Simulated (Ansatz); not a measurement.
## What biaxial strain −2.59 %, plane normal [001], relaxed out of plane does to BaF2

Take BaF2 in the fluorite structure (space group Fm-3m, No. 225; a = 6.137 Å) as the base. Axes: x, y, z lie along the cube axes.

It is then changed as follows: biaxial strain −2.59 %, plane normal [001], relaxed out of plane (Cartesian); in-plane vectors clamped, the third vector and the atoms free.

The values are results of PBEsol/PAW in Ansatz (a first-principles code), no spin-orbit coupling, not measurements. Γ-centred 9×9×9 mesh, Fermi–Dirac width 0.05 eV.

The volume per atom decreases by 0.53 Å³, from 19.27 Å³ to 18.74 Å³ and the space group changes from Fm-3m (No. 225) to I4/mmm (No. 139). The shortest interatomic distance falls by 0.023 Å, from 2.658 Å to 2.635 Å and the energy goes up by 8.1 meV/atom. The pressure (mean of the normal stresses, compression positive) goes from zero to 1.76 GPa and the band gap rises by 0.057 eV to 6.88 eV. The gap character is indirect, k = (0.222, 0.222, 0.222) in the run's primitive reciprocal basis → Γ and the smallest direct gap rises by 0.04 eV to 6.99 eV. The electron mass goes from 0.48 mₑ (at Γ) to 0.51 mₑ out of plane, 0.47 mₑ in plane (at Γ) and the valley order (the lowest conduction-band minima on the path, energy above the VBM, named in the base's zone) becomes Γ 6.88 eV; X along [001] 7.24 eV; X along [100] 7.29 eV (base: Γ 6.83 eV; X along ⟨100⟩ 7.29 eV). The out-of-plane strain comes out as +2.50 % and the ratio −ε⊥/ε∥ comes out as 0.96. The mean in-plane stress (compression positive) amounts to +2.6 GPa.

Final structure (turned so that z lies along the plane normal):

```
BaF2
1.0
    4.22741     0.00000     0.00000
    0.00000     4.22741     0.00000
    2.11370    -2.11370     3.14530
Ba F
1 2
Direct
  0.00000   0.00000   0.00000
  0.75000   0.75000   0.50000
  0.25000   0.25000   0.50000
```

Effective masses come from finite differences of ±0.01 Å⁻¹. Stability against distortions was not tested. k-point labels follow each cell's own Brillouin zone.
